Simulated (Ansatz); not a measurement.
## What a change of settings does: Pt (diamond type)

First run: DFT, PBE, PAW with Ansatz's default frozen-core files, scalar-relativistic (Ansatz 0.2.0).

Command: `ansatz run input.yaml --threads 1 --pin off --max-ram 2048MiB --backend cpu --events-out ev --progress --plain --runs-dir out` It took 3.4 s on 1 thread of Intel(R) Xeon(R) 6975P-C (Granite Rapids) (shared host), peak memory 0.4 GiB.

```yaml
crystal:
  lattice:
    - [0.0, 2.8877575196, 2.8877575196]
    - [2.8877575196, 0.0, 2.8877575196]
    - [2.8877575196, 2.8877575196, 0.0]
  atoms:
    - { symbol: Pt, position: [-0.125, -0.125, -0.125] }
    - { symbol: Pt, position: [0.125, 0.125, 0.125] }
kpoints:
  mp_grid: { grid: [14, 14, 14] }
  band_path:
    path:
      - [0.0, 0.0, 0.0]
      - [0.5, 0.0, 0.5]
      - [0.625, 0.25, 0.625]
      - [0.375, 0.375, 0.75]
      - [0.0, 0.0, 0.0]
      - [0.5, 0.5, 0.5]
      - [0.5, 0.25, 0.75]
      - [0.5, 0.0, 0.5]
    npoints: 8
scf:
  occupations: { method: fermi_dirac, width: 0.05 }
hamiltonian:
  xc: pbe
  pseudopotentials: { kind: paw }
output:
  forces: true
  stress: true
  eigenvalues: true
  populations: true
  dos: { projected: true, de: 0.2, e_range: [-14, 8] }
  write_density: true
  write_potential: true
  elf: true
  volumetric_format: npy
```

The cell comes from a relaxation on PAW files under the same functional, begun from a prototype that needn't be the stable phase.

This run: the series' base cell.

It converges in 6 SCF iterations at a pressure of 0.00 GPa, cutoff 420 eV.

The input is then changed:

```diff
   xc: pbe
-  pseudopotentials: { kind: paw }
+  pseudopotentials: { kind: paw, source: ansatz }
+  dispersion: d3bjatm
 output:
   populations: true
-  dos: { projected: true, de: 0.2, e_range: [-14, 8] }
-  write_density: true
-  write_potential: true
-  elf: true
-  volumetric_format: npy
```

Task: Predict the outcome of the changed run.

Result: It converges in 6 SCF iterations at a pressure of -2.87 GPa, cutoff 570 eV. More than one line changes, and not each need have an effect.
